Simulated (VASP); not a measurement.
Here is a VASP 6.6.1 calculation.

The input INCAR:

```
ALGO = Normal
DIPOL = 0.5 0.5 0.500
EDIFF = 1E-6
EDIFFG = -0.02
ENCUT = 520
GGA = PS
IBRION = 2
IDIPOL = 3
ISIF = 2
ISMEAR = 1
LASPH = T
LCHARG = F
LDIPOL = T
LREAL = F
LWAVE = F
NELM = 120
NSW = 90
PREC = Accurate
SIGMA = 0.1
```

Contents of KPOINTS:

```
k-points
0
Gamma
  14 14 1
```

POSCAR

```
Ir
1.0
    2.6898417900      0.0000000000      0.0000000000
   -1.3449209000      2.3294712900      0.0000000000
    0.0000000000      0.0000000000     27.8685366400
Ir
4
Direct
    0.6666670000      0.3333330000      0.3799019900
    0.3333340000      0.6666660000      0.4599685300
    0.0000000000      1.0000000000      0.5400314700
    0.6666670000      0.3333330000      0.6200980100
```

Potentials or basis: VASP PAW PBE potentials, release 64 (Ir).

Launch:

```bash
$ cat potpaw_PBE.64/Ir/POTCAR > POTCAR
$ mpirun -np 1 vasp_std > vasp.out
```

Task: Estimate the band gap on the k mesh.

Result: None (metal or under the smearing width).

Task: Predict the energy gained by relaxing.

Result: 8.6 meV/atom.

The path:
| step | energy change (eV) | largest force (eV/Å) | pressure (GPa) |
| --- | --- | --- | --- |
| 1 | 0.0000 | 0.5361 | -2.93 |
| 2 | -0.0206 | 0.2655 | -2.24 |
| 3 | -0.0253 | 0.3574 | -1.73 |
| 4 | -0.0340 | 0.0517 | -1.29 |
| 5 | -0.0342 | 0.0100 | -1.21 |

Caveat: the PAW data sets were made with another functional, which shifts forces and pressure a little. The run has no spin-orbit coupling, so splittings on Ir are missing.
